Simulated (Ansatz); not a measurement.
# ZnS3: what a guessed cell relaxes into, part 2 of 2

The task: take a trial cell of ZnS3 to zero force and stress.

Ansatz 0.2.0; DFT PBE, scalar-relativistic, plane waves, PAW. Earlier steps stand in the parts before.

**5. Full relaxation**

The end of the coarse run is made exact in the group found at a tolerance of 0.06 Å and reduced to its primitive cell.

Contents of input.yaml:

```yaml
crystal:
  lattice:
    - [0.0, 3.1808552075, 3.1808552075]
    - [3.1808552075, 0.0, 3.1808552075]
    - [3.1808552075, 3.1808552075, 0.0]
  atoms:
    - { symbol: Zn, position: [0.0, 0.0, 0.0] }
    - { symbol: S, position: [0.5, 0.5, 0.5] }
    - { symbol: S, position: [0.25, 0.25, 0.25] }
    - { symbol: S, position: [0.75, 0.75, 0.75] }
basis:
  ecutwfc: 420
kpoints:
  mp_grid: { grid: [12, 12, 12] }
hamiltonian:
  xc: pbe
scf:
  occupations: { method: gaussian, width: 0.1 }
output:
  forces: true
  stress: true
  eigenvalues: true
  write_density: true
  write_potential: true
  elf: true
  volumetric_format: npy
relax:
  adjacent_minimum: "off"
  f_tol: 0.01
  max_steps: 80
  cell: { stress_tol: 0.05 }
```

On the command line:

```console
$ ansatz run input.yaml --threads 1 --pin off --max-ram 2560MiB --backend cpu --events-out ev --progress --plain --runs-dir out
```

Log:

```text
Warning: RAYON_NUM_THREADS=1 ignored (pool sized by the plan → 1); use --threads N
Engine: ansatz 0.2.0, x86_64-unknown-linux-gnu
Pseudopotentials: kind: paw
Pseudopotential: Zn, paw, valence charge 12, recommended cutoff 420 eV (normal), Zn.paw.azcp
Pseudopotential: S, paw, valence charge 6, recommended cutoff 420 eV (normal), S.paw.azcp
Functional definition: PBE
  parameter kappa = 0.804
  parameter beta = 0.06672455060314922
  exchange = pbe_x(kappa = kappa, mu = beta*pi^2/3)
  correlation = pbe_c(beta = beta)
Crystal: 4 atoms, lattice volume = 64.367 Å³
Basis set: ecut = 420 eV, 1243 PW (Γ), exchange–correlation on 64×64×64 points (8 copies of the dense FFT grid, shifted against one another)
Bands: 19, of which v1, the nominal top of the filled ones, is band 15 counted from 1 (14 counted from 0)
Symmetry: 48 space group operations
Space group: Fm-3m (ITA 225), of the structure as read, at distance tolerance 4.0e-5 Å
k-points: 72 of 1728
Non-local potential: Zn, projectors of the file, l = 0: 2, l = 1: 2, l = 2: 3, l = 3: 1
Non-local potential: S, projectors of the file, l = 0: 2, l = 1: 2, l = 2: 2
PAW form: soft (Blöchl's): semilocal exchange-correlation on the pseudo side does not see the compensation charge
PAW one-centre angular grid: Zn, 590 points (default); XC on 64 Gauss nodes
PAW one-centre angular grid: S, 110 points (default); XC on 64 Gauss nodes
Initial density: superposition of atomic densities (neutral atoms: chi_scale 0, normalization atom), corrected by the library's trained network
Initial wavefunctions: pseudopotential atomic-orbital guess
Functional: x = pbe(κ = 0.804, μ = 0.2195149727645171), c = pbe(β = 0.06672455060314922)
SCF iter   1: F=—  HF=-6022.421593 eV  |F-HF|=—  |Δ(HF+E_count)|=         —  Δρ=2.55e-3  dr2=4.24e-3  ethr=1.77e-3  ⟨swp⟩=5.6  Hψ=6934  notcnv=0
preconditioner: auto → Kerker (q_TF=auto, 2.402 Å⁻¹)  [metal: Δε(μ)=0.032 eV  Ē_g=8.767 eV  σ=0.100 eV  W_gap=0.18  n_scr=14 (ndim 8)  ℏωp=25.4 eV  f_vac=0.000  D(μ)=3.29/eV (n_scr^D=26)]
SCF iter   2: F=—  HF=-6022.420127 eV  |F-HF|=—  |Δ(HF+E_count)|=   1.47e-3  Δρ=1.35e-3  dr2=1.05e-3  ethr=1.41e-5  ⟨swp⟩=2.0  Hψ=2489  notcnv=0
SCF iter   3: F=—  HF=-6022.420118 eV  |F-HF|=—  |Δ(HF+E_count)|=   8.56e-6  Δρ=7.71e-4  dr2=4.99e-4  ethr=3.50e-6  ⟨swp⟩=2.0  Hψ=1780  notcnv=0
SCF iter   4: F=—  HF=-6022.420089 eV  |F-HF|=—  |Δ(HF+E_count)|=   2.87e-5  Δρ=1.67e-4  dr2=1.54e-5  ethr=1.66e-6  ⟨swp⟩=2.2  Hψ=2196  notcnv=0
SCF iter   5: F=—  HF=-6022.420102 eV  |F-HF|=—  |Δ(HF+E_count)|=   1.22e-5  Δρ=8.48e-5  dr2=3.09e-6  ethr=5.13e-8  ⟨swp⟩=2.5  Hψ=2468  notcnv=0
SCF iter   6: F=—  HF=-6022.420101 eV  |F-HF|=—  |Δ(HF+E_count)|=   5.86e-7  Δρ=2.52e-5  dr2=3.31e-7  ethr=1.03e-8  ⟨swp⟩=2.8  Hψ=2322  notcnv=0
SCF iter   7: F=-6022.420101 eV  HF=-6022.420101 eV  |F-HF|=1.64e-8  |Δ(HF+E_count)|=   1.01e-7  Δρ=4.18e-6  dr2=2.46e-8  ethr=3.33e-10  ⟨swp⟩=8.5  Hψ=9116  notcnv=0
SCF 1 converged in 7 iterations: F = -6022.420101 eV  dr2 = 2.46e-8
relax step   1: F+E_penalty+E_count = -6022.42010095 eV  Δ(F+E_penalty+E_count) = +0.000e0 eV  max|allowed force component| = 1.156e-17 eV/Å  Δτ_max = 0.0000 Å  P = -0.021 GPa  Ω = 64.367 Å³  (7 SCF iters, dr2 threshold 1.00e-7 eV, accepted)
Initial density: handed on by an earlier stage of this run
Initial wavefunctions: pseudopotential atomic-orbital guess (no wavefunctions were taken with the density)
iter 1 solved again at ethr=1.21e-7 eV; its pass at ethr=3.10e-3 eV (dr2=3.62e-5 eV) is discarded
SCF iter   1: F=—  HF=-6022.420094 eV  |F-HF|=—  |Δ(HF+E_count)|=         —  Δρ=3.81e-6  dr2=2.01e-8  ethr=1.21e-7  ⟨swp⟩=2.9  Hψ=10368  notcnv=0
preconditioner: auto → Kerker (q_TF=auto, 2.402 Å⁻¹)  [metal: Δε(μ)=0.027 eV  Ē_g=8.739 eV  σ=0.100 eV  W_gap=0.15  n_scr=14 (ndim 8)  ℏωp=25.4 eV  f_vac=0.000  D(μ)=3.30/eV (n_scr^D=26)]
SCF iter   2: F=—  HF=-6022.420101 eV  |F-HF|=—  |Δ(HF+E_count)|=   6.79e-6  Δρ=3.00e-6  dr2=1.32e-8  ethr=6.70e-11  ⟨swp⟩=2.1  Hψ=2463  notcnv=0
SCF iter   3: F=—  HF=-6022.420101 eV  |F-HF|=—  |Δ(HF+E_count)|=   3.22e-9  Δρ=1.64e-6  dr2=1.59e-9  ethr=4.42e-11  ⟨swp⟩=2.3  Hψ=2456  notcnv=0
SCF iter   4: F=—  HF=-6022.420101 eV  |F-HF|=—  |Δ(HF+E_count)|=  5.11e-10  Δρ=8.50e-7  dr2=3.41e-10  ethr=5.30e-12  ⟨swp⟩=2.4  Hψ=2439  notcnv=0
SCF iter   5: F=—  HF=-6022.420101 eV  |F-HF|=—  |Δ(HF+E_count)|=  2.91e-11  Δρ=3.84e-7  dr2=8.20e-11  ethr=1.14e-12  ⟨swp⟩=2.3  Hψ=2167  notcnv=0
SCF iter   6: F=-6022.420101 eV  HF=-6022.420101 eV  |F-HF|=4.55e-12  |Δ(HF+E_count)|=  2.18e-11  Δρ=1.13e-7  dr2=6.31e-12  ethr=1.00e-12  ⟨swp⟩=5.2  Hψ=6080  notcnv=0
SCF 2 converged in 6 iterations: F = -6022.420101 eV  dr2 = 6.31e-12
relax step   2: F+E_penalty+E_count = -6022.42010096 eV  Δ(F+E_penalty+E_count) = -9.689e-9 eV  max|allowed force component| = 1.330e-17 eV/Å  Δτ_max = 0.0000 Å  P = -0.021 GPa  Ω = 64.367 Å³  stress off target by 2.09e-2 GPa  SCF on the basis re-selected at this cell (its energy is not comparable with the rows above)  (6 SCF iters)
basis re-selected at this cell: Δ(F+E_penalty+E_count) = -9.689e-9 eV, ΔP = +0.000 GPa vs the last step (what re-selecting the basis moved, of the pressure what is left beyond the Pulay correction that the steps carried, after the strain that the cell walked since its last selection, with what the two solves' SCF thresholds leave and, on support functions, any second-order correction that the steps lacked; it is no measure of the basis error at this ecutwfc). This SCF's stress stands 2.09e-2 GPa from its target on what of the cell is left free (relax.cell.stress_tol is 5.00e-2 GPa) and its largest allowed force component is 1.33e-17 eV/Å (relax.f_tol is 1.00e-2 eV/Å): within both
SCF converged after 6 iterations
Free energy (F): -6022.420101 eV
Harris-Foulkes:  -6022.420101 eV  (|F-HF|=4.55e-12)
Internal energy: -6022.403591 eV  (E = F + TS)
E sigma→0 (E₀):  -6022.411846 eV
Entropy (-TS):   -0.016510 eV (-4.127 meV/atom)
Fermi energy:    9.032939 eV
--- Per-component energies (eV) ---
  E_band       = 83.034949
  E_kinetic    = 444.155549
  E_local      = -1958.251640  (includes V_loc(G=0)·N_el)
  E_nonlocal   = 703.616333
  E_hartree    = 808.985234
  E_xc         = -424.633799
  E_vxc        = -309.408506  (∫ρ·V_xc dr)
  E_paw        = -3630.206172  (= ΣΔE_a)
  E_vpaw       = -415.046962  (= ΣTr[D̂ρ^β])
  E_aug_tail   = -0.000348  (compensation charges beyond the density's cutoff)
  E_ewald      = -1966.068748
  E_smearing   = -0.016510  (= −TS)
  E_closure    = 0.000000  (closes the sum)
  Σ components = -6022.420101   (vs F -6022.420101, Δ=0.00e0)
--- Forces (eV/Å), atoms counted from 1 ---
  atom   1  Zn     0.00000000    -0.00000000     0.00000000
  atom   2  S     -0.00000000    -0.00000000     0.00000000
  atom   3  S     -0.00000000     0.00000000     0.00000000
  atom   4  S      0.00000000    -0.00000000    -0.00000000
  max |Σ_I F_I| component: 9.25e-18 eV/Å
--- Stress (GPa, compression-positive) ---
       -0.020939       0.000000      -0.000000
        0.000000      -0.020939       0.000000
       -0.000000      -0.000000      -0.020939
  P = ⅓ Tr σ = -0.0209 GPa (-0.209 kbar)
--- Band table (eV; the first three rows and the last of 72) ---
  k-point 0: bands = ["-6.8200", "-2.1236", "-1.1149", "2.0624", "2.0624", "2.0624", "2.3897", "2.3897", "5.2645", "5.2645", "5.2645", "5.7765", "5.7765", "5.7765", "8.3254", "8.3254", "8.3254", "9.8108", "14.1141"]
  k-point 1: bands = ["-6.7617", "-2.1961", "-1.2118", "2.0682", "2.0682", "2.1016", "2.3818", "2.3818", "4.9348", "5.1166", "5.1166", "5.9118", "5.9118", "6.1946", "8.0572", "8.3359", "8.3359", "10.3851", "14.2821"]
  k-point 2: bands = ["-6.5888", "-2.4140", "-1.4668", "2.0806", "2.0806", "2.2245", "2.3640", "2.3640", "4.5269", "4.8921", "4.8921", "6.0525", "6.0525", "6.6314", "8.0676", "8.4472", "8.4472", "11.3520", "14.6648"]
  k-point 71: bands = ["-4.2420", "-3.8459", "-3.8459", "1.5823", "2.3393", "2.3748", "2.3748", "2.4537", "2.5358", "4.7238", "4.7238", "5.5116", "7.5591", "8.7899", "9.1236", "9.7397", "9.7397", "12.5439", "15.3374"]
--- Relaxed structure (1 steps of the walk, 1 accepted, 1 SCFs on fresh bases) ---
  F+E_penalty+E_count = -6022.42010096 eV   max|allowed force component| = 1.330e-17 eV/Å   (the final SCF, on the basis selected at the relaxed cell)
  cell:  # Å, volume = 64.3668 Å³
    - [0.0, 3.1808552075, 3.1808552075]
    - [3.1808552075, 0.0, 3.1808552075]
    - [3.1808552075, 3.1808552075, 0.0]
  atoms:
    - { symbol: Zn, position: [0.0, 0.0, 0.0] }
    - { symbol: S, position: [0.5000000000000001, 0.5000000000000001, 0.5000000000000001] }
    - { symbol: S, position: [0.25000000000000006, 0.25000000000000006, 0.25000000000000006] }
    - { symbol: S, position: [0.7500000000000001, 0.7500000000000001, 0.7500000000000001] }
```

Run time: 11 s. Hardware: 1 thread of Intel Xeon at 2.70GHz, shared host; peak memory 0.42 GiB.

Relaxation path:

| step | energy from step 1 (eV/cell) | largest force component (eV/Å) | pressure (GPa) | volume (Å³) |
| --- | --- | --- | --- | --- |
| 1 | 0.0000 | 0.0000 | -0.02 | 64.37 |
| 2 | 0.0000 | 0.0000 | -0.02 | 64.37 |

Step 1 is the start. Step 2 repeats the geometry before it on a plane-wave basis chosen anew for that cell, so its energy need not be comparable with the rows above.

Lengths and angles in the start's conventional setting:

|  | before | after | change |
| --- | --- | --- | --- |
| a (Å) | 6.362 | 6.362 | 0.0 % |
| b (Å) | 6.362 | 6.362 | 0.0 % |
| c (Å) | 6.362 | 6.362 | 0.0 % |
| volume (Å³/atom) | 16.09 | 16.09 | 0.0 % |
| shortest distance (Å) | 2.755 | 2.755 | 0.0 % |
| space group (0.01 Å) | Fm-3m | Fm-3m | same |

Forces and stress were held to the start's 48 operations: a distortion of lower symmetry was not tested.

The maps below are laid out on this run's own conventional cell (a, b, c = 6.362, 6.362, 6.362 Å).

Density in a lattice plane of the grid's cell (edges 6.36 and 6.36 Å, at 0.000 of the third edge), which holds Zn and S.

Values in e/Å³, 12 rows by 12 columns:
```
 4.42  0.98  0.17  0.11  0.28  0.88  1.03  0.88  0.28  0.11  0.17  0.97
 0.24  0.17  0.13  0.11  0.15  0.28  0.40  0.28  0.15  0.11  0.13  0.17
 0.11  0.11  0.11  0.12  0.11  0.11  0.11  0.11  0.11  0.13  0.11  0.11
 0.40  0.28  0.15  0.11  0.13  0.17  0.24  0.17  0.13  0.11  0.15  0.28
 1.03  0.88  0.28  0.11  0.17  0.98  4.42  0.97  0.17  0.11  0.28  0.88
 0.10  1.03  0.40  0.11  0.24  4.42 46.06  4.42  0.24  0.11  0.40  1.03
 1.03  0.88  0.28  0.11  0.17  0.97  4.42  0.98  0.17  0.11  0.28  0.88
 0.40  0.28  0.15  0.11  0.13  0.17  0.24  0.17  0.13  0.11  0.15  0.28
 0.11  0.11  0.11  0.13  0.11  0.11  0.11  0.11  0.11  0.12  0.11  0.11
 0.24  0.17  0.13  0.11  0.15  0.28  0.40  0.28  0.15  0.11  0.13  0.17
 4.42  0.97  0.17  0.11  0.28  0.88  1.03  0.88  0.28  0.11  0.17  0.98
46.06  4.42  0.24  0.11  0.40  1.03  0.10  1.03  0.40  0.11  0.24  4.42
```
Columns run along the first of these edges and rows up along the second, over one cell in 12 and 12 even steps from the bottom left corner. Atoms in the plane (fractional): Zn at (0.00, 0.00), Zn at (0.50, 0.50), S at (0.00, 0.50), S at (0.50, 0.00).

ELF in the same plane.

Values, 12 rows by 12 columns:
```
0.05 0.14 0.14 0.09 0.48 0.83 0.67 0.83 0.48 0.09 0.14 0.14
0.14 0.14 0.13 0.09 0.14 0.48 0.66 0.48 0.14 0.09 0.13 0.14
0.09 0.09 0.09 0.08 0.09 0.09 0.09 0.09 0.09 0.08 0.09 0.09
0.66 0.48 0.14 0.09 0.13 0.14 0.14 0.14 0.13 0.09 0.14 0.48
0.67 0.83 0.48 0.09 0.14 0.14 0.05 0.14 0.14 0.09 0.48 0.83
0.00 0.67 0.66 0.09 0.14 0.05 0.00 0.05 0.14 0.09 0.66 0.67
0.67 0.83 0.48 0.09 0.14 0.14 0.05 0.14 0.14 0.09 0.48 0.83
0.66 0.48 0.14 0.09 0.13 0.14 0.14 0.14 0.13 0.09 0.14 0.48
0.09 0.09 0.09 0.08 0.09 0.09 0.09 0.09 0.09 0.08 0.09 0.09
0.14 0.14 0.13 0.09 0.14 0.48 0.66 0.48 0.14 0.09 0.13 0.14
0.05 0.14 0.14 0.09 0.48 0.83 0.67 0.83 0.48 0.09 0.14 0.14
0.00 0.05 0.14 0.09 0.66 0.67 0.00 0.67 0.66 0.09 0.14 0.05
```
Columns run along the first of these edges and rows up along the second, over one cell in 12 and 12 even steps from the bottom left corner. Atoms in the plane (fractional): Zn at (0.00, 0.00), Zn at (0.50, 0.50), S at (0.00, 0.50), S at (0.50, 0.00).

Both are smooth fields of the valence electrons: close to the nuclei they are not physical.

Outside the cores ELF peaks at 0.87 in the shell around S, 0.8 Å from S.

**6. Results**

What follows sums up all 2 parts. Changes of volume or cell count from the first structure of part 1.

```
                              quantity                                                                      value
symmetry at the end (tolerance 0.05 Å)                                                space group Fm-3m (No. 225)
                     conventional cell  a = 6.362 Å, b = 6.362 Å, c = 6.362 Å, α = 90.00°, β = 90.00°, γ = 90.00°
                                volume                                                              16.09 Å³/atom
              energy over the elements                                                              +0.70 eV/atom
                       gap on the mesh                                                               none (metal)
```

In words: The space group Fm-3m (No. 225) is kept, and the volume per atom shrinks by 24.7 % from the first guess. The formation energy is positive, so the separate elements lie lower. No finished test with a distortion of lower symmetry is shown, so the end may be a saddle point. Spin polarisation is off in the runs that give these values; a magnetic solution could lie lower.
